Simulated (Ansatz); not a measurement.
Crystal: I.

```
CELL_PARAMETERS angstrom
0.00000 2.36560 3.90984
2.19225 0.00000 3.90984
2.19225 2.36560 0.00000
ATOMIC_POSITIONS crystal
I 0.00000 0.00000 0.00000
```

Base run:

| Item | Value |
| --- | --- |
| Program | Ansatz 0.2.0 |
| Functional | PBEsol |
| Potentials or basis | Ansatz PAW |
| Cutoff | 420 eV (not typed: the program's choice for these potentials) |
| k mesh | 9 × 9 × 9 |
| Occupations | fermi-dirac, width 0.05 eV |
| Spin | no spin polarisation |

Its results: band gap on the k mesh none (metal or under the smearing width); pressure -1.4 GPa.

Q: The run is repeated on the same cell with these changes: spin from no spin polarisation to spin-orbit coupling, no magnetisation; potential files from those of the base run to others of the same set. What comes out?

A: Band gap on the k mesh none (metal or under the smearing width); pressure -0.9 GPa.

Caveats: the PAW data sets come from PBE, with cores solved anew for the run's functional, which leaves a small shift of forces and pressure; spin-orbit coupling is left out, which moves the levels of the heavy elements (some runs); an odd number of electrons without spin polarisation forces a metal (some runs); a magnetic or distorted state may lie lower (some runs).
